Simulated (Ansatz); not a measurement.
# Germanium, diamond under PBE: how the Fermi-Dirac smearing moves the result

A convergence test of the Fermi-Dirac smearing width. The geometry was relaxed under PBE beforehand and stays fixed; 7 values are run, from 0.01 to 1.0 eV. Wanted are the values from which on the energy stays within 10 and 1 meV/atom, and the pressure within 0.5 GPa, of the narrowest run. Within the series other settings stay, but some runs also write fields, which adds to their time. Spin polarisation is left out.

Computed with Ansatz 0.2.0 (DFT PBE, plane waves with PAW, scalar-relativistic, unless a step says otherwise).

1 further run of the same task is left out (set aside as unsound or not needed).

## Step 1: The system as given

The structure is cubic, space group Fd-3m (No. 227). The conventional cell has a = 5.772 Å, b = 5.772 Å, c = 5.772 Å, α = 90.00°, β = 90.00°, γ = 90.00°. Ge (site symmetry -43m) has 4 Ge at 2.50 Å as nearest neighbours.

Structure file:

```cif
data_structure
_symmetry_space_group_name_H-M 'Fd-3m:1'
_symmetry_Int_Tables_number 227
_cell_length_a 5.7720
_cell_length_b 5.7720
_cell_length_c 5.7720
_cell_angle_alpha 90.000
_cell_angle_beta 90.000
_cell_angle_gamma 90.000
_cell_volume 192.30
loop_
_atom_site_label
_atom_site_type_symbol
_atom_site_symmetry_multiplicity
_atom_site_Wyckoff_symbol
_atom_site_fract_x
_atom_site_fract_y
_atom_site_fract_z
_atom_site_occupancy
Ge1 Ge 8 a 0.50000 0.00000 0.50000 1
```

## Step 2: Run at 0.01 eV

The run at 0.01 eV.

Contents of input.yaml:

```yaml
crystal:
  lattice:
    - [0.0, 2.8859759802, 2.8859759802]
    - [2.8859759802, 0.0, 2.8859759802]
    - [2.8859759802, 2.8859759802, 0.0]
  atoms:
    - { symbol: Ge, position: [0.5, 0.5, 0.5] }
    - { symbol: Ge, position: [0.75, 0.75, 0.75] }
hamiltonian:
  xc: pbe
  pseudopotentials:
    kind: paw
    azcp:
      Ge: "pseudopotentials/Ge.paw.azcp"
basis:
  ecutwfc: 420
  fft_grid_basis: typed
kpoints:
  mp_grid: { grid: [10, 10, 10], shift: [0, 0, 0] }
magnetization:
  spin_polarized: false
scf:
  occupations: { method: fermi_dirac, width: 0.01 }
  lower_state_search: "off"
output:
  stress: true
```

Command:

```console
$ ansatz run input.yaml --threads 1 --pin off --max-ram 3584MiB --backend cpu --events-out ev --progress --plain --runs-dir out
```

The program printed (excerpt; [...] marks lines left out):

```text
[...]
Pseudopotentials: kind: paw
Pseudopotential: Ge, paw, valence charge 14, recommended cutoff 420 eV (normal), <dir>
Functional definition: PBE
[...]
Crystal: 2 atoms, lattice volume = 48.074 Å³
Basis set: ecut = 420 eV, 941 PW (Γ)
Bands: 18, of which v1, the nominal top of the filled ones, is band 14 counted from 1 (13 counted from 0)
Symmetry: 48 space group operations
Space group: Fd-3m (ITA 227), of the structure as read, at distance tolerance 3.6e-5 Å
k-points: 47 of 1000
[...]
SCF iter   1: F=—  HF=-8589.964554 eV  |F-HF|=—  |Δ(HF+E_count)|=         —  Δρ=1.65e-3  dr2=1.65e-3  ethr=1.77e-3  ⟨swp⟩=6.0  Hψ=3928  notcnv=0
[...]
SCF iter   6: F=-8589.964444 eV  HF=-8589.964444 eV  |F-HF|=2.49e-9  |Δ(HF+E_count)|=   5.62e-9  Δρ=2.59e-6  dr2=1.50e-9  ethr=1.75e-10  ⟨swp⟩=2.1  Hψ=3023  notcnv=0
[...]
SCF converged after 6 iterations
Free energy (F): -8589.964444 eV
[...]
E sigma→0 (E₀):  -8589.964402 eV
Entropy (-TS):   -0.000083 eV (-0.041 meV/atom)
Fermi energy:    7.799079 eV
[...]
--- Stress (GPa, compression-positive) ---
       -0.333747       0.000000       0.000000
        0.000000      -0.333747       0.000000
        0.000000       0.000000      -0.333747
  P = ⅓ Tr σ = -0.3337 GPa (-3.337 kbar)
```

Wall time 2.9 s (1 thread of Intel Xeon Platinum 8259CL at 2.50GHz (Skylake/Cascade Lake), shared host); peak memory 0.5 GiB.

## Step 3: Run at 0.03 eV

The run at 0.03 eV.

Changes to input.yaml since step 2:

```diff
@@ -22,3 +22,3 @@
 scf:
-  occupations: { method: fermi_dirac, width: 0.01 }
+  occupations: { method: fermi_dirac, width: 0.03 }
   lower_state_search: "off"
@@ -26 +26,5 @@
   stress: true
+  write_density: true
+  write_potential: true
+  elf: true
+  volumetric_format: npy
```

Command:

```console
$ ansatz run input.yaml --threads 1 --pin off --max-ram 3584MiB --backend cpu --events-out ev --progress --plain --runs-dir out
```

The program printed (excerpt; [...] marks lines left out):

```text
[...]
Pseudopotentials: kind: paw
Pseudopotential: Ge, paw, valence charge 14, recommended cutoff 420 eV (normal), <dir>
Functional definition: PBE
[...]
Crystal: 2 atoms, lattice volume = 48.074 Å³
Basis set: ecut = 420 eV, 941 PW (Γ)
Bands: 18, of which v1, the nominal top of the filled ones, is band 14 counted from 1 (13 counted from 0)
Symmetry: 48 space group operations
Space group: Fd-3m (ITA 227), of the structure as read, at distance tolerance 3.6e-5 Å
k-points: 47 of 1000
[...]
SCF iter   1: F=—  HF=-8589.964827 eV  |F-HF|=—  |Δ(HF+E_count)|=         —  Δρ=1.61e-3  dr2=1.59e-3  ethr=1.77e-3  ⟨swp⟩=6.0  Hψ=3960  notcnv=0
[...]
SCF iter   6: F=-8589.964624 eV  HF=-8589.964624 eV  |F-HF|=2.06e-9  |Δ(HF+E_count)|=   3.99e-9  Δρ=2.14e-6  dr2=9.98e-10  ethr=1.83e-10  ⟨swp⟩=8.0  Hψ=5754  notcnv=0
[...]
SCF converged after 6 iterations
Free energy (F): -8589.964624 eV
[...]
E sigma→0 (E₀):  -8589.964466 eV
Entropy (-TS):   -0.000316 eV (-0.158 meV/atom)
Fermi energy:    7.778016 eV
[...]
--- Stress (GPa, compression-positive) ---
       -0.328960       0.000000       0.000000
       -0.000000      -0.328960       0.000000
        0.000000       0.000000      -0.328960
  P = ⅓ Tr σ = -0.3290 GPa (-3.290 kbar)
--- Band table (eV; the first three rows and the last of 47) ---
  k-point 0: bands = ["-16.9197", "-16.9197", "-16.9197", "-16.8885", "-16.8885", "-16.7072", "-16.7072", "-16.7072", "-16.6991", "-16.6991", "-4.5260", "7.3004", "7.8049", "7.8049", "7.8049", "10.3269", "10.3269", "10.3269"]
[...]
```

Wall time 3.1 s (1 thread of Intel Xeon Platinum 8259CL at 2.50GHz (Skylake/Cascade Lake), shared host); peak memory 0.51 GiB.

## Step 4: Run at 0.1 eV

The run at 0.1 eV.

Changes to input.yaml since step 3:

```diff
@@ -22,3 +22,3 @@
 scf:
-  occupations: { method: fermi_dirac, width: 0.03 }
+  occupations: { method: fermi_dirac, width: 0.1 }
   lower_state_search: "off"
@@ -26,5 +26 @@
   stress: true
-  write_density: true
-  write_potential: true
-  elf: true
-  volumetric_format: npy
```

Command:

```console
$ ansatz run input.yaml --threads 1 --pin off --max-ram 3584MiB --backend cpu --events-out ev --progress --plain --runs-dir out
```

The program printed (excerpt; [...] marks lines left out):

```text
[...]
Pseudopotentials: kind: paw
Pseudopotential: Ge, paw, valence charge 14, recommended cutoff 420 eV (normal), <dir>
Functional definition: PBE
[...]
Crystal: 2 atoms, lattice volume = 48.074 Å³
Basis set: ecut = 420 eV, 941 PW (Γ)
Bands: 18, of which v1, the nominal top of the filled ones, is band 14 counted from 1 (13 counted from 0)
Symmetry: 48 space group operations
Space group: Fd-3m (ITA 227), of the structure as read, at distance tolerance 3.6e-5 Å
k-points: 47 of 1000
[...]
SCF iter   1: F=—  HF=-8589.966859 eV  |F-HF|=—  |Δ(HF+E_count)|=         —  Δρ=1.64e-3  dr2=1.67e-3  ethr=1.77e-3  ⟨swp⟩=5.7  Hψ=3942  notcnv=0
[...]
SCF iter   7: F=-8589.966564 eV  HF=-8589.966564 eV  |F-HF|=7.22e-8  |Δ(HF+E_count)|=   7.82e-8  Δρ=1.33e-5  dr2=3.30e-8  ethr=3.57e-10  ⟨swp⟩=4.0  Hψ=2964  notcnv=0
[...]
SCF converged after 7 iterations
Free energy (F): -8589.966564 eV
[...]
E sigma→0 (E₀):  -8589.964333 eV
Entropy (-TS):   -0.004461 eV (-2.230 meV/atom)
Fermi energy:    7.785911 eV
[...]
--- Stress (GPa, compression-positive) ---
       -0.267139       0.000000      -0.000000
        0.000000      -0.267139      -0.000000
       -0.000000       0.000000      -0.267139
  P = ⅓ Tr σ = -0.2671 GPa (-2.671 kbar)
```

It took 2.5 s on 1 thread of Intel Xeon Platinum 8259CL at 2.50GHz (Skylake/Cascade Lake), shared host; peak memory 0.5 GiB.

## Step 5: Run at 0.2 eV

The run at 0.2 eV.

Changes to input.yaml since step 4:

```diff
@@ -22,3 +22,3 @@
 scf:
-  occupations: { method: fermi_dirac, width: 0.1 }
+  occupations: { method: fermi_dirac, width: 0.2 }
   lower_state_search: "off"
@@ -26 +26,5 @@
   stress: true
+  write_density: true
+  write_potential: true
+  elf: true
+  volumetric_format: npy
```

Command:

```console
$ ansatz run input.yaml --threads 1 --pin off --max-ram 3584MiB --backend cpu --events-out ev --progress --plain --runs-dir out
```

The program printed (excerpt; [...] marks lines left out):

```text
band count auto-derived: 19 (N_el = 28.0; filled up to band 14; 18 by the electrons, moments and atoms)
[...]
Pseudopotentials: kind: paw
Pseudopotential: Ge, paw, valence charge 14, recommended cutoff 420 eV (normal), <dir>
Functional definition: PBE
[...]
Crystal: 2 atoms, lattice volume = 48.074 Å³
Basis set: ecut = 420 eV, 941 PW (Γ)
Bands: 19, of which v1, the nominal top of the filled ones, is band 14 counted from 1 (13 counted from 0)
Symmetry: 48 space group operations
Space group: Fd-3m (ITA 227), of the structure as read, at distance tolerance 3.6e-5 Å
k-points: 47 of 1000
[...]
SCF iter   1: F=—  HF=-8589.974240 eV  |F-HF|=—  |Δ(HF+E_count)|=         —  Δρ=1.86e-3  dr2=2.07e-3  ethr=1.77e-3  ⟨swp⟩=5.1  Hψ=3993  notcnv=0
[...]
SCF iter   7: F=-8589.974044 eV  HF=-8589.974044 eV  |F-HF|=7.45e-8  |Δ(HF+E_count)|=   1.47e-7  Δρ=1.40e-5  dr2=3.75e-8  ethr=3.57e-10  ⟨swp⟩=8.9  Hψ=6061  notcnv=0
[...]
SCF converged after 7 iterations
Free energy (F): -8589.974044 eV
[...]
E sigma→0 (E₀):  -8589.962306 eV
Entropy (-TS):   -0.023476 eV (-11.738 meV/atom)
Fermi energy:    7.833141 eV
[...]
--- Stress (GPa, compression-positive) ---
       -0.167458      -0.000000      -0.000000
        0.000000      -0.167458       0.000000
        0.000000       0.000000      -0.167458
  P = ⅓ Tr σ = -0.1675 GPa (-1.675 kbar)
--- Band table (eV; the first three rows and the last of 47) ---
  k-point 0: bands = ["-16.9228", "-16.9228", "-16.9228", "-16.8915", "-16.8915", "-16.7102", "-16.7102", "-16.7102", "-16.7020", "-16.7020", "-4.5296", "7.2963", "7.8010", "7.8010", "7.8010", "10.3245", "10.3245", "10.3245", "14.0785"]
[...]
```

It took 4 s on 1 thread of Intel Xeon Platinum 8259CL at 2.50GHz (Skylake/Cascade Lake), shared host; peak memory 0.51 GiB.

## Step 6: Run at 0.3 eV

The run at 0.3 eV.

Changes to input.yaml since step 5:

```diff
@@ -22,3 +22,3 @@
 scf:
-  occupations: { method: fermi_dirac, width: 0.2 }
+  occupations: { method: fermi_dirac, width: 0.3 }
   lower_state_search: "off"
```

Command:

```console
$ ansatz run input.yaml --threads 1 --pin off --max-ram 3584MiB --backend cpu --events-out ev --progress --plain --runs-dir out
```

The program printed (excerpt; [...] marks lines left out):

```text
band count auto-derived: 19 (N_el = 28.0; filled up to band 14; 18 by the electrons, moments and atoms)
[...]
Pseudopotentials: kind: paw
Pseudopotential: Ge, paw, valence charge 14, recommended cutoff 420 eV (normal), <dir>
Functional definition: PBE
[...]
Crystal: 2 atoms, lattice volume = 48.074 Å³
Basis set: ecut = 420 eV, 941 PW (Γ)
Bands: 19, of which v1, the nominal top of the filled ones, is band 14 counted from 1 (13 counted from 0)
Symmetry: 48 space group operations
Space group: Fd-3m (ITA 227), of the structure as read, at distance tolerance 3.6e-5 Å
k-points: 47 of 1000
[...]
SCF iter   1: F=—  HF=-8589.993343 eV  |F-HF|=—  |Δ(HF+E_count)|=         —  Δρ=2.27e-3  dr2=3.04e-3  ethr=1.77e-3  ⟨swp⟩=5.1  Hψ=3746  notcnv=0
[...]
SCF iter   8: F=-8589.993282 eV  HF=-8589.993282 eV  |F-HF|=2.29e-8  |Δ(HF+E_count)|=   1.18e-7  Δρ=7.27e-6  dr2=1.08e-8  ethr=3.57e-10  ⟨swp⟩=8.0  Hψ=5896  notcnv=0
[...]
SCF converged after 8 iterations
Free energy (F): -8589.993282 eV
[...]
E sigma→0 (E₀):  -8589.950741 eV
Entropy (-TS):   -0.085083 eV (-42.542 meV/atom)
Fermi energy:    7.833262 eV
[...]
--- Stress (GPa, compression-positive) ---
        0.006923      -0.000000       0.000000
        0.000000       0.006923      -0.000000
       -0.000000       0.000000       0.006923
  P = ⅓ Tr σ = 0.0069 GPa (0.069 kbar)
--- Band table (eV; the first three rows and the last of 47) ---
  k-point 0: bands = ["-16.9296", "-16.9296", "-16.9296", "-16.8981", "-16.8981", "-16.7169", "-16.7169", "-16.7169", "-16.7087", "-16.7087", "-4.5348", "7.2899", "7.7953", "7.7953", "7.7953", "10.3211", "10.3211", "10.3211", "14.0704"]
[...]
```

It took 3.9 s on 1 thread of Intel Xeon Platinum 8259CL at 2.50GHz (Skylake/Cascade Lake), shared host; peak memory 0.52 GiB.

## Step 7: Run at 0.6 eV

The run at 0.6 eV.

Changes to input.yaml since step 6:

```diff
@@ -22,3 +22,3 @@
 scf:
-  occupations: { method: fermi_dirac, width: 0.3 }
+  occupations: { method: fermi_dirac, width: 0.6 }
   lower_state_search: "off"
```

Command:

```console
$ ansatz run input.yaml --threads 1 --pin off --max-ram 3584MiB --backend cpu --events-out ev --progress --plain --runs-dir out
```

The program printed (excerpt; [...] marks lines left out):

```text
band count auto-derived: 21 (N_el = 28.0; filled up to band 14; 18 by the electrons, moments and atoms)
[...]
Pseudopotentials: kind: paw
Pseudopotential: Ge, paw, valence charge 14, recommended cutoff 420 eV (normal), <dir>
Functional definition: PBE
[...]
Crystal: 2 atoms, lattice volume = 48.074 Å³
Basis set: ecut = 420 eV, 941 PW (Γ)
Bands: 21, of which v1, the nominal top of the filled ones, is band 14 counted from 1 (13 counted from 0)
Symmetry: 48 space group operations
Space group: Fd-3m (ITA 227), of the structure as read, at distance tolerance 3.6e-5 Å
k-points: 47 of 1000
[...]
SCF iter   1: F=—  HF=-8590.203658 eV  |F-HF|=—  |Δ(HF+E_count)|=         —  Δρ=4.13e-3  dr2=9.83e-3  ethr=1.77e-3  ⟨swp⟩=5.0  Hψ=4183  notcnv=0
[...]
SCF iter   8: F=-8590.203554 eV  HF=-8590.203554 eV  |F-HF|=5.60e-8  |Δ(HF+E_count)|=   6.51e-7  Δρ=1.13e-5  dr2=2.65e-8  ethr=3.57e-10  ⟨swp⟩=5.2  Hψ=5924  notcnv=0
[...]
SCF converged after 8 iterations
Free energy (F): -8590.203554 eV
[...]
E sigma→0 (E₀):  -8589.847450 eV
Entropy (-TS):   -0.712207 eV (-356.104 meV/atom)
Fermi energy:    7.775856 eV
[...]
--- Stress (GPa, compression-positive) ---
        1.415059      -0.000000      -0.000000
       -0.000000       1.415059       0.000000
       -0.000000      -0.000000       1.415059
  P = ⅓ Tr σ = 1.4151 GPa (14.151 kbar)
--- Band table (eV; the first three rows and the last of 47) ---
  k-point 0: bands = ["-16.9619", "-16.9619", "-16.9619", "-16.9298", "-16.9298", "-16.7488", "-16.7488", "-16.7488", "-16.7404", "-16.7404", "-4.5624", "7.2567", "7.7656", "7.7656", "7.7656", "10.3031", "10.3031", "10.3031", "14.0291", "17.0737", "17.0737"]
[...]
```

Run time: 4.7 s. Hardware: 1 thread of Intel Xeon Platinum 8259CL at 2.50GHz (Skylake/Cascade Lake), shared host; peak memory 0.53 GiB.

## Step 8: Run at 1.0 eV

The run at 1.0 eV.

Changes to input.yaml since step 7:

```diff
@@ -22,3 +22,3 @@
 scf:
-  occupations: { method: fermi_dirac, width: 0.6 }
+  occupations: { method: fermi_dirac, width: 1.0 }
   lower_state_search: "off"
```

Command:

```console
$ ansatz run input.yaml --threads 1 --pin off --max-ram 3584MiB --backend cpu --events-out ev --progress --plain --runs-dir out
```

The program printed (excerpt; [...] marks lines left out):

```text
band count auto-derived: 26 (N_el = 28.0; filled up to band 14; 18 by the electrons, moments and atoms)
[...]
Pseudopotentials: kind: paw
Pseudopotential: Ge, paw, valence charge 14, recommended cutoff 420 eV (normal), <dir>
Functional definition: PBE
[...]
Crystal: 2 atoms, lattice volume = 48.074 Å³
Basis set: ecut = 420 eV, 941 PW (Γ)
Bands: 26, of which v1, the nominal top of the filled ones, is band 14 counted from 1 (13 counted from 0)
Symmetry: 48 space group operations
Space group: Fd-3m (ITA 227), of the structure as read, at distance tolerance 3.6e-5 Å
k-points: 47 of 1000
[...]
SCF iter   1: F=—  HF=-8590.968808 eV  |F-HF|=—  |Δ(HF+E_count)|=         —  Δρ=7.20e-3  dr2=2.90e-2  ethr=1.77e-3  ⟨swp⟩=5.2  Hψ=5219  notcnv=0
[...]
SCF iter   8: F=-8590.967942 eV  HF=-8590.967942 eV  |F-HF|=2.64e-8  |Δ(HF+E_count)|=   5.05e-7  Δρ=8.73e-6  dr2=1.47e-8  ethr=3.57e-10  ⟨swp⟩=5.5  Hψ=7132  notcnv=0
[...]
SCF converged after 8 iterations
Free energy (F): -8590.967942 eV
[...]
E sigma→0 (E₀):  -8589.650862 eV
Entropy (-TS):   -2.634161 eV (-1317.081 meV/atom)
Fermi energy:    7.711878 eV
[...]
--- Stress (GPa, compression-positive) ---
        4.857364       0.000000      -0.000000
        0.000000       4.857364       0.000000
       -0.000000       0.000000       4.857364
  P = ⅓ Tr σ = 4.8574 GPa (48.574 kbar)
--- Band table (eV; the first three rows and the last of 47) ---
  k-point 0: bands = ["-17.0070", "-17.0070", "-17.0070", "-16.9739", "-16.9739", "-16.7933", "-16.7933", "-16.7933", "-16.7845", "-16.7845", "-4.6046", "7.2055", "7.7195", "7.7195", "7.7195", "10.2753", "10.2753", "10.2753", "13.9741", "17.0562", "17.0562", "18.3983", "18.3983", [...]
[...]
```

It took 4.5 s on 1 thread of Intel Xeon Platinum 8259CL at 2.50GHz (Skylake/Cascade Lake), shared host; peak memory 0.53 GiB.

## Step 9: Convergence table

Differences are taken from the run at 0.01 eV.

```csv
smearing (eV),F (meV/atom),E(σ → 0) (meV/atom),P (GPa),SCF cycles,CPU time
0.01,0.00,0.00,-0.33,6,2.9 s
0.03,-0.09,-0.03,-0.33,6,3.1 s
0.1,-1.06,0.03,-0.27,7,2.5 s
0.2,-4.80,1.05,-0.17,7,4 s
0.3,-14.42,6.83,0.01,8,3.9 s
0.6,-119.56,58.48,1.42,8,4.7 s
1.0,-501.75,156.77,4.86,8,4.5 s
```

## Step 10: Results

| quantity | value |
| --- | --- |
| E(σ → 0) stays within 10 meV/atom of 0.01 eV | up to 0.3 eV |
| E(σ → 0) stays within 1 meV/atom | up to 0.1 eV |
| pressure stays within 0.5 GPa | up to 0.3 eV |
| pressure at 0.01 eV | -0.33 GPa |

In words: At 1.0 eV the energy differs by +156.8 meV/atom and the pressure by +5.2 GPa. Over the range F shifts by -501.7 meV/atom, while E(σ → 0) shifts by +156.8. In theory F falls as the square of the width under this scheme, but here the ratio is not steady: the mesh at narrow widths, or a density of states that varies over the wide ones, can both cause that. The mesh (10×10×10) is fixed, so the narrowest widths carry a k-point error of their own. The cell taken over is 6 % larger than the measured one (22.63 Å³/atom, COD).
